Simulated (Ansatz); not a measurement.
**HfN under changes of volume**

One of the cells (11.518 Å³/atom); the others are scaled copies at fixed shape and fractional positions:

```
CELL_PARAMETERS angstrom
3.13391 0.00000 0.00000
-1.56695 2.71404 0.00000
0.00000 0.00000 5.41677
ATOMIC_POSITIONS crystal
Hf 0.33333 0.66667 0.25000
Hf 0.66667 0.33333 0.75000
N 0.00000 0.00000 0.50000
N 0.00000 0.00000 0.00000
```

The cell comes from a database or a generator and needn't be the stable form of this composition.

| Item | Value |
| --- | --- |
| Program | Ansatz 0.2.0 |
| Functional | r2SCAN |
| Potentials or basis | Ansatz PAW |
| Cutoff | 500 eV (not typed: the program's choice for these potentials) |
| k mesh | 10 × 10 × 5 |
| Occupations | fermi-dirac, width 0.05 eV |
| Spin | no spin polarisation |

| volume (Å³/atom) | energy over the lowest point (meV/atom) | pressure (GPa) |
| --- | --- | --- |
| 10.827 | 50.39 | 22.2 |
| 11.057 | ? | ? |
| 11.288 | 7.39 | 8.2 |
| 11.518 | 0.00 | 2.2 |
| 11.749 | 0.80 | -3.2 |
| 11.979 | 9.00 | -8.1 |
| 12.209 | 23.87 | -12.5 |

Problem. What does the run at 11.057 Å³/atom give?

Solution. Energy over the lowest point 23.86 meV/atom; pressure 14.9 GPa.

Worked out: A Birch-Murnaghan fit of order 3 (a polynomial in V^(-2/3)) to the other rows has its minimum at 11.61 Å³/atom with B0 = V·E''(V) = 276 GPa and B' = 4.1 at fixed shape and positions, which overstates the stiffness. It gives 23.91 meV/atom at 11.057 Å³/atom, against the run's 23.86, and -dE/dV = 14.8 GPa, against 14.9.

Energies are extrapolated to zero smearing.

Caveats: the PAW data sets come from PBE, with cores solved anew for the run's functional, which leaves a small shift of forces and pressure.
